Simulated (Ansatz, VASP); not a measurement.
# One calculation of Rh, two programs

```
CELL_PARAMETERS angstrom
-1.50418 1.50418 1.50418
1.50418 -1.50418 1.50418
1.50418 1.50418 -1.50418
ATOMIC_POSITIONS crystal
Rh 0.00000 0.00000 0.00000
```

Alike in both runs: task single point; functional LDA; k mesh 15 × 15 × 15; occupations fermi-dirac, width 0.1 eV; non-collinear spin, spin-orbit coupling.

```csv
,VASP,Ansatz
version,VASP 6.6.1,Ansatz 0.2.0
potentials or method,"VASP PAW LDA potentials, release 64 (Rh_pv)","plane waves (420 eV) with PAW, fully relativistic with spin-orbit coupling"
plane-wave cutoff (eV),520,420
valence electrons in the cell,15,17
```

```tsv
	VASP	Ansatz	Ansatz less VASP
net moment per atom (μB)	0.00	0.00	0.000
```

The two sets of potentials don't hold the same shells in valence. Ansatz warned: «pseudo_functional_mismatch».
